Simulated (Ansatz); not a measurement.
As:

```
As
1.0
     1.88080    1.08588    3.51406
    -1.88080    1.08588    3.51406
     0.00000   -2.17176    3.51406
As
2
Cartesian
  0.0000 0.0000 2.3825
  0.0000 0.0000 8.1597
```

Base run:

| Property | Result |
| --- | --- |
| Program | Ansatz 0.2.0 |
| Functional | HF |
| Potentials or basis | Ansatz PAW |
| Cutoff | 420 eV (not typed: the program's choice for these potentials) |
| k mesh | 5 × 5 × 5 |
| Occupations | fermi-dirac, width 0.05 eV |
| Spin | no spin polarisation |

Its results: band gap on the k mesh 3.14 eV, indirect (least direct gap 3.41 eV); pressure 5.7 GPa; largest force 0.911 eV/Å.

Problem. The run is repeated on the same cell with these changes: functional from HF to PBE0. What comes out?

Solution. Band gap on the k mesh 0.66 eV, indirect (least direct gap 1.07 eV); pressure 0.6 GPa; largest force 0.036 eV/Å.

Caveats: odd divisions of the mesh miss points on the zone boundary, where band edges often lie, so the gap on the mesh can be too wide; the PAW data sets come from PBE, with cores solved anew for the run's functional, which leaves a small shift of forces and pressure; the thresholds are loose for stress.

A k mesh can miss the band edges.
